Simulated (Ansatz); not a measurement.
# FeO (F-43m) in Ansatz: single point with PBE

Aim: the single point of FeO with PBE.

All numbers are computed with Ansatz 0.2.0; they aren't measurements. Logs are shortened: lines on timing, memory, paths and dates and some standing lists are left out, and cuts for length are marked.

## (1) Starting point

Symmetry: F-43m, No. 216, cubic system. Conventional cell: a = 4.764 Å, b = 4.764 Å, c = 4.764 Å, α = 90.00°, β = 90.00°, γ = 90.00°. Around Fe (site symmetry -43m) lie 4 O at 2.06 Å. Around O (site symmetry -43m) lie 4 Fe at 2.06 Å.

The cell comes from a database or a generator and needn't be the stable form of this composition.

## (2) Single point, PBE, collinear spin, ferromagnetic start

The input, input.yaml:

```yaml
crystal:
  lattice:
    - [0.0, 2.38188308, 2.38188308]
    - [2.38188308, 0.0, 2.38188308]
    - [2.38188308, 2.38188308, 0.0]
  atoms:
    - { symbol: Fe, position: [0.0, 0.0, 0.0], spin: 4.5 }
    - { symbol: O, position: [0.25, 0.25, 0.25] }
hamiltonian:
  xc: pbe
  pseudopotentials: { kind: paw }
magnetization:
  spin_polarized: true
kpoints:
  mp_grid: { grid: [10, 10, 10] }
scf:
  occupations: { method: fermi_dirac, width: 0.05 }
output:
  forces: true
  stress: true
  eigenvalues: true
```

Potentials or basis: Ansatz PAW.

Launch:

```bash
$ ansatz run input.yaml --threads 2 --pin off --max-ram 5120MiB --backend cpu --events-out ev --progress --plain --runs-dir out
```

The program printed:

```text
Warning: where an SCF of this run starts from atoms to list the orders of its open shells, Fe (site 0, from 0) starts with 4.00 μB on its 3d shell, in the place of the 4.50 μB that the deck gives it: its open shells can hold no more by Hund's first rule. To start from spheres of the given moment, type scf.initial_density.shell_occupations: []
Warning: RAYON_NUM_THREADS=2 ignored (pool sized by the plan → 2); use --threads N
Engine: ansatz 0.2.0, aarch64-unknown-linux-gnu
Pseudopotentials: kind: paw
Pseudopotential: Fe, paw, valence charge 16, recommended cutoff 420 eV (normal), Fe.paw.azcp
Pseudopotential: O, paw, valence charge 6, recommended cutoff 420 eV (normal), O.paw.azcp
Functional definition: PBE
  parameter kappa = 0.804
  parameter beta = 0.06672455060314922
  exchange = pbe_x(kappa = kappa, mu = beta*pi^2/3)
  correlation = pbe_c(beta = beta)
Crystal: 2 atoms, lattice volume = 27.027 Å³
Basis set: ecut = 420 eV, 531 PW (Γ), exchange–correlation on 48×48×48 points (8 copies of the dense FFT grid, shifted against one another)
Bands: 18, of which v1, the nominal top of the filled ones, is band 11 counted from 1 (10 counted from 0)
Symmetry: 24 space group operations
Space group: F-43m (ITA 216), of the structure as read, at distance tolerance 3.0e-5 Å
Magnetic group: BNS 216.74 (UNI 1576), of the structure as read, at distance tolerance 3.0e-5 Å
k-points: 47 of 1000 (time reversal used)
Non-local potential: Fe, projectors of the file, l = 0: 3, l = 1: 2, l = 2: 3, l = 3: 1
Non-local potential: O, projectors of the file, l = 0: 2, l = 1: 2, l = 2: 1
PAW form: soft (Blöchl's): semilocal exchange-correlation on the pseudo side does not see the compensation charge
PAW one-centre angular grid: Fe, 590 points (default); XC on 64 Gauss nodes
PAW one-centre angular grid: O, 110 points (default); XC on 64 Gauss nodes
Initial density: superposition of atomic densities (chi_scale 0.1, normalization cell, long waves kept (reshape's long-wave potential 0.00 eV rms))
Starting moments: Σ|m| = 4.5 μB on 1 of 2 sites
Initial wavefunctions: pseudopotential atomic-orbital guess
Functional: x = pbe(κ = 0.804, μ = 0.2195149727645171), c = pbe(β = 0.06672455060314922)
SCF iter   1: F=—  HF=-5047.164751 eV  |F-HF|=—  |Δ(HF+E_count)|=         —  Δρ=7.02e-2 (↑6.44e-2 ↓7.02e-2)  dr2=3.54e0  dr2_m=1.43e-1  M=3.979 μB ∫|m|=3.980 μB  β_m=0.30  ethr=3.10e-3  ⟨swp⟩=5.5  Hψ=7239  notcnv=0
Mixer restart at iter 1: flushing history
preconditioner: auto → none  [metal: Δε(μ)=0.020 eV  Ē_g=13.210 eV  σ=0.050 eV  W_gap=0.10  n_scr=8 (ndim 8)  ℏωp=26.7 eV  f_vac=0.000  D(μ)=3.26/eV (n_scr^D=58)  sad-step TF]
SCF iter   2: F=—  HF=-5047.004352 eV  |F-HF|=—  |Δ(HF+E_count)|=   1.60e-1  Δρ=3.00e-2 (↑3.00e-2 ↓2.87e-2)  dr2=6.72e-1  dr2_m=6.20e-2  M=4.004 μB ∫|m|=4.009 μB  β_m=0.38  ethr=3.10e-3  ⟨swp⟩=2.8  Hψ=3867  notcnv=0  defer=111
SCF iter   3: F=—  HF=-5047.044555 eV  |F-HF|=—  |Δ(HF+E_count)|=   4.02e-2  Δρ=1.70e-2 (↑9.63e-3 ↓1.70e-2)  dr2=6.76e-2  dr2_m=1.91e-2  M=4.023 μB ∫|m|=4.033 μB  β_m=0.51  ethr=3.06e-3  ⟨swp⟩=2.1  Hψ=2899  notcnv=0  defer=110
SCF iter   4: F=—  HF=-5047.032383 eV  |F-HF|=—  |Δ(HF+E_count)|=         —  Δρ=6.05e-3 (↑6.05e-3 ↓5.94e-3)  dr2=5.08e-3  dr2_m=7.04e-3  M=4.027 μB ∫|m|=4.044 μB  β_m=0.51  ethr=3.07e-4  ⟨swp⟩=2.5  Hψ=2922  notcnv=0  defer=108
Mixer restart at iter 4: flushing history
SCF iter   5: F=—  HF=-5047.054031 eV  |F-HF|=—  |Δ(HF+E_count)|=   2.16e-2  Δρ=4.68e-3 (↑4.68e-3 ↓4.14e-3)  dr2=6.82e-3  dr2_m=1.97e-3  M=4.029 μB ∫|m|=4.050 μB  β_m=0.72  ethr=2.31e-5  ⟨swp⟩=2.4  Hψ=3445  notcnv=0  defer=105
SCF iter   6: F=—  HF=-5047.067942 eV  |F-HF|=—  |Δ(HF+E_count)|=   1.39e-2  Δρ=2.51e-3 (↑2.51e-3 ↓2.44e-3)  dr2=2.83e-3  dr2_m=6.12e-4  M=4.027 μB ∫|m|=4.049 μB  β_m=0.69  ethr=2.31e-5  ⟨swp⟩=2.0  Hψ=3185  notcnv=0  defer=105
SCF iter   7: F=—  HF=-5047.069097 eV  |F-HF|=—  |Δ(HF+E_count)|=   1.16e-3  Δρ=9.07e-4 (↑2.83e-4 ↓9.07e-4)  dr2=2.08e-4  dr2_m=4.29e-5  M=4.028 μB ∫|m|=4.054 μB  β_m=0.76  ethr=1.29e-5  ⟨swp⟩=2.6  Hψ=3325  notcnv=0  defer=105
SCF iter   8: F=—  HF=-5047.069097 eV  |F-HF|=—  |Δ(HF+E_count)|=   8.37e-7  Δρ=4.08e-4 (↑4.08e-4 ↓2.69e-4)  dr2=6.08e-5  dr2_m=7.80e-6  M=4.028 μB ∫|m|=4.054 μB  β_m=0.67  ethr=9.46e-7  ⟨swp⟩=2.1  Hψ=2516  notcnv=0  defer=105
SCF iter   9: F=—  HF=-5047.069164 eV  |F-HF|=—  |Δ(HF+E_count)|=   6.77e-5  Δρ=1.36e-4 (↑8.10e-5 ↓1.36e-4)  dr2=3.26e-6  dr2_m=1.54e-6  M=4.028 μB ∫|m|=4.055 μB  β_m=0.83  ethr=2.76e-7  ⟨swp⟩=2.1  Hψ=2368  notcnv=0  defer=105
SCF iter  10: F=—  HF=-5047.069168 eV  |F-HF|=—  |Δ(HF+E_count)|=   3.82e-6  Δρ=4.45e-5 (↑8.60e-6 ↓4.45e-5)  dr2=1.89e-7  dr2_m=1.46e-7  M=4.028 μB ∫|m|=4.055 μB  β_m=0.92  ethr=1.48e-8  ⟨swp⟩=2.6  Hψ=2665  notcnv=0  defer=105
SCF iter  11: F=—  HF=-5047.069169 eV  |F-HF|=—  |Δ(HF+E_count)|=   3.89e-7  Δρ=1.11e-5 (↑6.00e-6 ↓1.11e-5)  dr2=5.50e-8  dr2_m=3.48e-9  M=4.028 μB ∫|m|=4.055 μB  β_m=0.96  ethr=8.61e-10  ⟨swp⟩=2.0  Hψ=2744  notcnv=0  defer=105
SCF iter  12: F=-5047.069169 eV  HF=-5047.069169 eV  |F-HF|=1.65e-9  |Δ(HF+E_count)|=   2.26e-9  Δρ=2.00e-6 (↑6.27e-7 ↓2.00e-6)  dr2=1.89e-9  dr2_m=1.21e-10  M=4.028 μB ∫|m|=4.055 μB  ethr=2.50e-10  ⟨swp⟩=6.6  Hψ=6538  notcnv=0
SCF 1 converged in 12 iterations: F = -5047.069169 eV  dr2 = 1.89e-9
SCF converged after 12 iterations
Magnetization: 4.0278 μB (13.0139 up, 8.9861 down)
Absolute magnetization: 4.0549 μB (∫|ρ↑−ρ↓|, with the PAW one-centre terms)
Spin contamination: 0.0228 ħ² per cell (⟨S²⟩ above its minimum at these occupations)
Per-site moments (μB) at R_I (Å): [(3.3846274658573865, 0.8508931431512833), (0.3036773943780639, 0.8508931431512833)]
Free energy (F): -5047.069169 eV
Harris-Foulkes:  -5047.069169 eV  (|F-HF|=1.65e-9)
Internal energy: -5047.049048 eV  (E = F + TS)
E sigma→0 (E₀):  -5047.059108 eV
Entropy (-TS):   -0.020121 eV (-10.060 meV/atom)
Fermi energy:    9.789172 eV
--- Per-component energies (eV) ---
  E_band       = -369.417535
  E_kinetic    = 510.815529
  E_local      = -3150.554935  (includes V_loc(G=0)·N_el)
  E_nonlocal   = 277.884038
  E_hartree    = 1285.570865
  E_xc         = -186.369907
  E_vxc        = -238.803526  (∫ρ·V_xc dr)
  E_paw        = -1528.294942  (= ΣΔE_a)
  E_vpaw       = -339.904607  (= ΣTr[D̂ρ^β])
  E_aug_tail   = 0.003006  (compensation charges beyond the density's cutoff)
  E_ewald      = -2256.102702
  E_smearing   = -0.020121  (= −TS)
  E_closure    = 0.000000  (closes the sum)
  Σ components = -5047.069169   (vs F -5047.069169, Δ=0.00e0)
--- Forces (eV/Å), atoms counted from 1 ---
  atom   1  Fe     0.00000000    -0.00000000     0.00000000
  atom   2  O      0.00000000    -0.00000000     0.00000000
  max |Σ_I F_I| component: 1.16e-16 eV/Å
--- Stress (GPa, compression-positive) ---
      -11.949835       0.000000      -0.000000
        0.000000     -11.949835       0.000000
       -0.000000       0.000000     -11.949835
  P = ⅓ Tr σ = -11.9498 GPa (-119.498 kbar)
--- Band table (eV; the first three rows and the last of 94) ---
  k-point 0 ↑: bands = ["-80.1888", "-46.2228", "-46.2228", "-46.2228", "-9.9101", "3.6229", "3.6229", "3.6229", "6.2544", "6.2544", "8.7863", "9.1523", "9.1523", "9.1523", "21.9119", "21.9119", "21.9119", "27.4162"]
  k-point 1 ↑: bands = ["-80.1887", "-46.2243", "-46.2231", "-46.2231", "-9.8681", "3.5063", "3.6561", "3.6561", "6.2447", "6.2447", "8.5566", "9.0947", "9.0947", "9.5638", "20.9979", "21.9768", "21.9768", "26.3945"]
  k-point 2 ↑: bands = ["-80.1884", "-46.2283", "-46.2237", "-46.2237", "-9.7576", "3.2762", "3.7394", "3.7394", "6.2370", "6.2370", "8.0448", "8.9319", "8.9319", "10.5250", "19.2493", "22.0206", "22.0206", "25.6435"]
  k-point 46 ↓: bands = ["-76.0387", "-42.1832", "-42.1780", "-42.1743", "-8.7815", "4.1599", "4.7661", "5.2721", "8.8608", "9.7281", "10.2982", "10.5328", "11.1086", "16.1713", "18.7772", "19.1127", "20.0396", "25.9947"]
```

Run time: 3.5 s. Hardware: 2 threads of Arm Neoverse V1, shared host; peak memory 0.32 GiB.

Results:

```yaml
Free_energy: -5047.0692 eV
Pressure: -11.9 GPa
Band_gap_on_the_k_mesh: none (metal or under the smearing width)
Net_moment: 4.03 μB per cell
Absolute_moment: 4.05 μB per cell
Site_moments: Fe +3.38; O +0.30 μB
```

Levels at points of the mesh, in eV from the Fermi level:
Spin up:
```
             k point  band 10  band 11  band 12  band 13  band 14  band 15  band 16  band 17
  (0.00, 0.00, 0.00)    -3.53    -1.00    -0.64    -0.64    -0.64    12.12    12.12    12.12
 (0.00, 0.00, -0.50)    -3.39    -3.22    -1.41    -1.41     4.10     5.50    11.67    11.67
(0.00, -0.50, -0.50)    -3.29    -2.78    -2.47    -2.47     3.98     7.78     9.41    11.94
```
Spin down:
| k point | band 7 | band 8 | band 9 | band 10 | band 11 | band 12 |
| --- | --- | --- | --- | --- | --- | --- |
| (0.00, 0.00, 0.00) | -4.80 | -4.80 | -0.44 | 0.15 | 0.15 | 2.11 |
| (0.00, 0.00, -0.50) | -4.60 | -4.60 | 0.07 | 0.29 | 0.29 | 1.40 |
| (0.00, -0.50, -0.50) | -4.44 | -4.44 | -0.89 | 0.43 | 0.52 | 0.80 |

Caveat: the pressure holds a Pulay correction of +0.5 GPa for the finite cutoff; a cell with one magnetic atom can't hold antiferromagnetic order, which such compounds often take; semilocal functionals often make such compounds metallic where correlation or magnetic order opens a gap, which also shifts bond lengths. With open d or f shells a metallic result of PBE can be an artefact of self-interaction; +U or a hybrid may open a gap.
